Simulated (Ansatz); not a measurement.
Crystal: Ge.

```
Ge
1.0
    -2.57449    2.57449    1.39741
     2.57449   -2.57449    1.39741
     2.57449    2.57449   -1.39741
Ge
2
Direct
  0.50000 0.50000 0.00000
  0.25000 0.75000 0.50000
```

This isn't the form of Ge at room conditions, which is diamond.

```yaml
Program: Ansatz 0.2.0
Task: relaxation of cell and atoms
Functional: BLYP
Potentials_or_basis: Ansatz PAW
Cutoff: "420 eV (not typed: the program's choice for these potentials)"
k_mesh: 11 × 11 × 11
Occupations: fermi-dirac, width 0.05 eV
Spin: no spin polarisation
```

At the start: volume 18.52 Å³/atom.

Question: Where does the relaxation end?

Answer: It ends after 8 steps and the volume is 21.29 Å³/atom (+14.9 %); space group I4_1/amd (No. 141, to 0.05 Å).

The path:
| step | energy change (eV) | largest force (eV/Å) | volume (Å³) |
| --- | --- | --- | --- |
| 1 | 0.0000 | 0.0000 | 37.05 |
| 2 | -0.1427 | 0.0000 | 42.05 |
| 3 | -0.1435 | 0.0000 | 42.42 |
| 4 | -0.1436 | 0.0000 | 42.49 |
| 5 | -0.1436 | 0.0000 | 42.51 |
| 6 | -0.1455 | 0.0000 | 42.51 |
| 7 | -0.1455 | 0.0000 | 42.57 |
| 8 | -0.1455 | 0.0000 | 42.57 |

Final structure:
```yaml
crystal:
  lattice:
    - [-2.69396, 2.69396, 1.46650]
    - [2.69396, -2.69396, 1.46650]
    - [2.69396, 2.69396, -1.46650]
  atoms:
    - { symbol: Ge, position: [0.50000, 0.50000, 0.00000] }
    - { symbol: Ge, position: [0.25000, 0.75000, 0.50000] }
```

Caveat: the plane-wave basis is chosen anew once the cell has moved, so the energies of steps on either side of that aren't comparable; the PAW data sets come from PBE, with cores solved anew for the run's functional, which leaves a small shift of forces and pressure.
